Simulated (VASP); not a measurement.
Input of a VASP 6.6.1 run:

INCAR

```
ALGO = Fast
EDIFF = 1E-7
ENCUT = 520
GGA = PE
ICORELEVEL = 1
ISIF = 2
ISMEAR = 0
IVDW = 12
KPAR = 2
LASPH = True
LCHARG = False
LREAL = False
LWAVE = False
NBANDS = 50
NELM = 80
PREC = Accurate
SIGMA = 0.03
```

File KPOINTS:

```
k-points
0
Gamma
  4 8 8
```

POSCAR

```
SnSe                                    
1.0
   11.4864948094      0.0000000000      0.0000000000
    0.0000000000      4.1722136735      0.0000000000
    0.0000000000     -0.0000000000      4.3796772134
  Sn              Se            
     4     4
Direct
     0.1176302908647919    0.2500000000000000    0.0931652734676234
     0.3823697091352080    0.7500000000000000    0.5931652734676235
     0.6176302908647916    0.2500000000000000    0.4068347265323766
     0.8823697091352084    0.7500000000000000    0.9068347265323765
     0.3570262768418762    0.2500000000000000    0.0220175693999826
     0.1429737231581238    0.7500000000000000    0.5220175693999826
     0.8570262768418760    0.2500000000000000    0.4779824306000175
     0.6429737231581240    0.7500000000000000    0.9779824306000174
```

The input KPOINTS_OPT:

```
explicit points
248
Reciprocal
 0.0000000000  0.0000000000  0.0000000000 1
 0.0000000000  0.0263157895  0.0000000000 1
 0.0000000000  0.0526315789  0.0000000000 1
 0.0000000000  0.0789473684  0.0000000000 1
 0.0000000000  0.1052631579  0.0000000000 1
 0.0000000000  0.1315789474  0.0000000000 1
[... 240 lines left out ...]
 0.0000000000  0.0000000000  0.5000000000 1
 0.5000000000  0.0000000000  0.0000000000 1
```

Potentials or basis: VASP PAW PBE potentials, release 64 (Sn_d, Se).

The run is started by

```sh
$ cat potpaw_PBE.64/Sn_d/POTCAR potpaw_PBE.64/Se/POTCAR > POTCAR
$ mpirun -np 2 vasp_std > vasp.out
```

(1) What does it give for the band gap along the path?

(2) Estimate the band gap on the k mesh.

(3) What does it give for the pressure?

## Answers

(1) 0.44 eV, indirect (least direct gap 0.52 eV).

(2) 0.54 eV, indirect (least direct gap 0.82 eV).

(3) 0.0 GPa.

Caveat: spin-orbit coupling is left out, which moves the levels of the heavy elements; the mesh misses the band edges, which the band path finds closer together.

**What was measured.**

“Linear dichroism of the optical properties of SnS and SnSe van der Waals crystals”, 2024, arxiv:2409.17412 reports, for a bulk crystal of SnSe at 300 K: band gap 0.89 eV (indirect).

A measured gap of SnSe is 0.89 eV (indirect; 300 K; “Linear dichroism of the optical properties of SnS and SnSe van der Waals crystals”, 2024, arxiv:2409.17412); the calculated 0.44 eV misses it by -0.45 eV. 2 values of this kind are on record (0.89 to 0.99 eV); this one was drawn at random. Spin-orbit coupling on Se, Sn is left out. The value is that of PBE+D3(BJ), without temperature or zero-point motion. Semilocal functionals fall short of measured gaps as a rule.
